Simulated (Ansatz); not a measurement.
A (001) slab of relaxed bulk ZrN (Fm-3m, 12.13 Å³/atom, gap on the mesh 0.00 eV), 3 planes in a 3×1 cell with the lowest 1 held; added atoms sit on lattice sites of the next plane. A dipole correction is on. The surface energy is the mean of the held and the free face; step energies are per length and the mean of the stripe's two steps, which run along the cube edge; step and island energies count from the flat slab and bulk atoms.

Computed with Ansatz, DFT PBE, scalar-relativistic, plane waves, PAW.

Cutoff 420 eV; k points 3×8×1 on the computed 36-atom cell (Γ-centred); Gaussian smearing, width 0.10 eV; no spin polarisation.

Start (flat slab):

```
CELL_PARAMETERS angstrom
13.78424 0.00000 0.00000
0.00000 4.59475 0.00000
0.00000 0.00000 18.89212
ATOMIC_POSITIONS crystal
Zr 0.16667 0.00000 0.07940
N 0.00000 0.00000 0.07940
Zr 0.16667 0.50000 0.20100
N 0.00000 0.50000 0.20100
Zr 0.00000 0.00000 0.20100
N 0.16667 0.00000 0.20100
Zr 0.00000 0.50000 0.07940
N 0.16667 0.50000 0.07940
Zr 0.50000 0.00000 0.07940
N 0.33333 0.00000 0.07940
Zr 0.50000 0.50000 0.20100
N 0.33333 0.50000 0.20100
Zr 0.33333 0.00000 0.20100
N 0.50000 0.00000 0.20100
Zr 0.33333 0.50000 0.07940
N 0.50000 0.50000 0.07940
Zr 0.83333 0.00000 0.07940
N 0.66667 0.00000 0.07940
Zr 0.83333 0.50000 0.20100
N 0.66667 0.50000 0.20100
Zr 0.66667 0.00000 0.20100
N 0.83333 0.00000 0.20100
Zr 0.66667 0.50000 0.07940
N 0.83333 0.50000 0.07940
Zr 0.16667 0.00000 0.32261
N 0.00000 0.00000 0.32261
Zr 0.00000 0.50000 0.32261
N 0.16667 0.50000 0.32261
Zr 0.50000 0.00000 0.32261
N 0.33333 0.00000 0.32261
Zr 0.33333 0.50000 0.32261
N 0.50000 0.50000 0.32261
Zr 0.83333 0.00000 0.32261
N 0.66667 0.00000 0.32261
Zr 0.66667 0.50000 0.32261
N 0.83333 0.50000 0.32261
```

Task: What does the relaxation give?

Result: The free energy falls by 29 meV/atom.

```
surface energy (J/m²) : 1.47
gap on the mesh (eV)  : 0
```

Relaxed structure:
```yaml
crystal:
  lattice:
    - [13.78424, 0.00000, 0.00000]
    - [0.00000, 4.59475, 0.00000]
    - [0.00000, 0.00000, 18.89212]
  atoms:
    - { symbol: Zr, position: [0.16667, 0.00000, 0.07940] }
    - { symbol: N, position: [0.00000, 0.00000, 0.07940] }
    - { symbol: Zr, position: [0.16667, 0.50000, 0.19827] }
    - { symbol: N, position: [0.00000, 0.50000, 0.19541] }
    - { symbol: Zr, position: [0.00000, 0.00000, 0.19827] }
    - { symbol: N, position: [0.16667, 0.00000, 0.19541] }
    - { symbol: Zr, position: [0.00000, 0.50000, 0.07940] }
    - { symbol: N, position: [0.16667, 0.50000, 0.07940] }
    - { symbol: Zr, position: [0.50000, 0.00000, 0.07940] }
    - { symbol: N, position: [0.33333, 0.00000, 0.07940] }
    - { symbol: Zr, position: [0.50000, 0.50000, 0.19827] }
    - { symbol: N, position: [0.33333, 0.50000, 0.19541] }
    - { symbol: Zr, position: [0.33333, 0.00000, 0.19827] }
    - { symbol: N, position: [0.50000, 0.00000, 0.19541] }
    - { symbol: Zr, position: [0.33333, 0.50000, 0.07940] }
    - { symbol: N, position: [0.50000, 0.50000, 0.07940] }
    - { symbol: Zr, position: [0.83333, 0.00000, 0.07940] }
    - { symbol: N, position: [0.66667, 0.00000, 0.07940] }
    - { symbol: Zr, position: [0.83333, 0.50000, 0.19827] }
    - { symbol: N, position: [0.66667, 0.50000, 0.19541] }
    - { symbol: Zr, position: [0.66667, 0.00000, 0.19827] }
    - { symbol: N, position: [0.83333, 0.00000, 0.19541] }
    - { symbol: Zr, position: [0.66667, 0.50000, 0.07940] }
    - { symbol: N, position: [0.83333, 0.50000, 0.07940] }
    - { symbol: Zr, position: [0.16667, 0.00000, 0.31246] }
    - { symbol: N, position: [0.00000, 0.00000, 0.32356] }
    - { symbol: Zr, position: [0.00000, 0.50000, 0.31246] }
    - { symbol: N, position: [0.16667, 0.50000, 0.32356] }
    - { symbol: Zr, position: [0.50000, 0.00000, 0.31246] }
    - { symbol: N, position: [0.33333, 0.00000, 0.32356] }
    - { symbol: Zr, position: [0.33333, 0.50000, 0.31246] }
    - { symbol: N, position: [0.50000, 0.50000, 0.32356] }
    - { symbol: Zr, position: [0.83333, 0.00000, 0.31246] }
    - { symbol: N, position: [0.66667, 0.00000, 0.32356] }
    - { symbol: Zr, position: [0.66667, 0.50000, 0.31246] }
    - { symbol: N, position: [0.83333, 0.50000, 0.32356] }
```

It took 8.4 min on 4 threads of Arm Neoverse V2, with other jobs on the host, peak memory 4.7 GiB.